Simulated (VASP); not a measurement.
A run of VASP 6.6.1:

Contents of INCAR:

```
SYSTEM = CdS
PREC = Accurate ; ENCUT = 520
EDIFF = 1E-6 ; ISMEAR = 0
SIGMA = 0.026000000000000002 ; LREAL = .False.
LASPH = .True. ; NELM = 100
ALGO = Normal ; ISIF = 2
LWAVE = .False. ; LCHARG = .False.
GGA = PE
```

File KPOINTS:

```
regular mesh
0
Gamma
  7 7 4
  0 0 0
```

File POSCAR:

```
CdS
1.0
    4.1500000000      0.0000000000      0.0000000000
   -2.0750000000      3.5940054257      0.0000000000
    0.0000000000      0.0000000000      6.7370000000
Cd S
2 2
Direct
    0.6666666667      0.3333333333      0.5000000000
    0.3333333333      0.6666666667      0.0000000000
    0.6666666667      0.3333333333      0.8750000000
    0.3333333333      0.6666666667      0.3750000000
```

Potentials or basis: VASP PAW PBE potentials, release 64 (Cd, S).

Command:

```sh
$ cat potpaw_PBE.64/Cd/POTCAR potpaw_PBE.64/S/POTCAR > POTCAR
$ mpirun -np 1 vasp_std > vasp.out
```

Hardware: 1 thread of Intel(R) Xeon(R) Platinum 8488C (Sapphire Rapids) (shared host).

Problem. How long does it take, and how much memory?

Solution. It took 30 s on 1 thread of Intel(R) Xeon(R) Platinum 8488C (Sapphire Rapids) (shared host), peak memory 0.23 GiB. Counts: scf iterations 14, k points 24.
